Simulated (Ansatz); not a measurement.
SiO$_{2}$: pressure coefficient of the gap from its deformation potential

Level of theory: DFT r2SCAN, scalar-relativistic, plane waves, PAW in Ansatz. Cutoff 500 eV, mesh 6×6×6 in the first runs.

The relaxed cell is Fddd with a = 4.714 Å, b = 9.434 Å, c = 14.731 Å. An equation of state gives B0 = 129.0 GPa at V0 = 13.649 Å³/atom, and gaps on the k mesh of 6.545 eV at 13.239 Å³/atom, 6.401 eV at 13.649 Å³/atom, 6.226 eV at 14.058 Å³/atom.

Question: Predict dE_g/dP at zero pressure, and compare with cells relaxed under pressure.

Answer: A parabola in ln V through the three points has the slope a = dE_g/d ln V = -5.34 eV at V0. Since dP = −B d ln V, dE_g/dP = −a/B = 41.4 meV/GPa. Separate runs under pressure gave gaps (over the zone) of 6.260 eV at -3.00 GPa, 6.401 eV at 0.00 GPa, 6.518 eV at 3.00 GPa, a slope of 43.0 meV/GPa at zero. The two routes agree within 1.6 meV/GPa. Compression widens this gap. Pressure coefficients of semilocal functionals are as a rule better than their gaps.

This form isn't the usual stable structure of the compound.